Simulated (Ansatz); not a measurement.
What moves the field gradients of HfO2?

Cell of run 1: a COD entry.

```cif
data_HfO2
_symmetry_space_group_name_H-M 'P2_1/c'
_symmetry_Int_Tables_number 14
_cell_length_a 5.1180
_cell_length_b 5.1857
_cell_length_c 5.2841
_cell_angle_alpha 90.000
_cell_angle_beta 99.352
_cell_angle_gamma 90.000
loop_
_atom_site_label
_atom_site_type_symbol
_atom_site_symmetry_multiplicity
_atom_site_Wyckoff_symbol
_atom_site_fract_x
_atom_site_fract_y
_atom_site_fract_z
Hf Hf 4 e 0.2755 0.0397 0.2080
O5 O 4 e 0.4487 0.7581 0.4801
O9 O 4 e 0.0742 0.3316 0.3467
```

One atom of each set is listed.

Relaxed positions (PBE, cell held):

Hf (0.2767, 0.0419, 0.2081)
O5 (0.4466, 0.7584, 0.4803)
O9 (0.0726, 0.3392, 0.3389)

All runs are DFT with Ansatz 0.2.0 (plane waves and PAW, scalar-relativistic unless spin–orbit coupling is named, Γ-centred meshes, Fermi–Dirac smearing where given) in this cell.

Run 1: PBE, atoms as given; 420 eV, 5×5×5 k-points, smearing 0.02 eV.
Run 2: PBE, atoms relaxed; 420 eV, 5×5×5 k-points, smearing 0.02 eV.
Run 3: r2SCAN, at the relaxed atoms; 500 eV, 5×5×5 k-points, smearing 0.02 eV.
Run 4: PBE with spin–orbit coupling, at the relaxed atoms; 420 eV, 5×5×5 k-points, smearing 0.02 eV.

```
run   Hf V_zz (η)   O5 V_zz (η)   O9 V_zz (η)
  1  12.08 (0.54)   1.02 (0.80)   1.25 (0.74)
  2             ?             ?             ?
  3  12.84 (0.16)  -1.12 (0.97)  -1.31 (0.86)
  4  12.82 (0.16)  -1.07 (1.00)  -1.35 (0.87)
```

V_zz in 10²¹ V/m².

Question: Estimate the row of run 2.

Answer: Hf: 12.69 (0.16); O5: 1.07 (1.00); O9: -1.32 (0.88). It lies nearest to run 4, from whose tensors on these sites it differs by 0.15 at most (largest principal value of the difference, on Hf). Taken one at a time, the positions of the atoms (as given or relaxed) move the tensors on these sites by up to 4.02 (largest principal value of the change, on Hf), the functional (r2SCAN with its higher cutoff) by 0.16 (Hf), spin–orbit coupling by 0.15 (Hf). On some sites the largest principal value moves to another axis from run to run, and the sign of V_zz can flip with it. On O5 η is near 1, so the change of sign is little more than a relabelling of axes.

In run 1 the atoms aren't at the calculated equilibrium (largest force 0.48 eV/Å). The cell isn't the equilibrium one in run 1 (calculated pressure 6 GPa), and the entry's cell may itself be off.
